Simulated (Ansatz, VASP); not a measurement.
# One calculation of LiF, two programs

```
Li F
1.0
     0.00000    1.96365    2.06435
     1.96365    0.00000    2.06435
     1.96365    1.96365    0.00000
Li F
1 1
Direct
  0.00000 0.00000 0.00000
  0.50000 0.50000 0.50000
```

Change from the starting cell: strain -0.025 along x and y, +0.025 along z, atoms carried along.

Alike in both runs: task single point; functional LDA; k mesh 10 × 10 × 10; occupations gaussian, width 0.05 eV; no spin polarisation.

|  | VASP | Ansatz |
| --- | --- | --- |
| version | VASP 6.6.1 | Ansatz 0.2.0 |
| potentials or method | VASP PAW LDA potentials, release 64 (Li_sv, F) | scalar-relativistic, plane waves, PAW |
| plane-wave cutoff (eV) | 520 | 420 |
| valence electrons in the cell | 10 | 10 |

Ansatz gave:

```
gap on the k mesh at the Fermi level (eV) : 9.00
least direct gap on the mesh (eV)         : 9.00
```

Problem. Estimate VASP's values.

Solution. gap on the k mesh at the Fermi level (eV): 8.99; least direct gap on the mesh (eV): 8.99.

 A k mesh can miss the band edges.
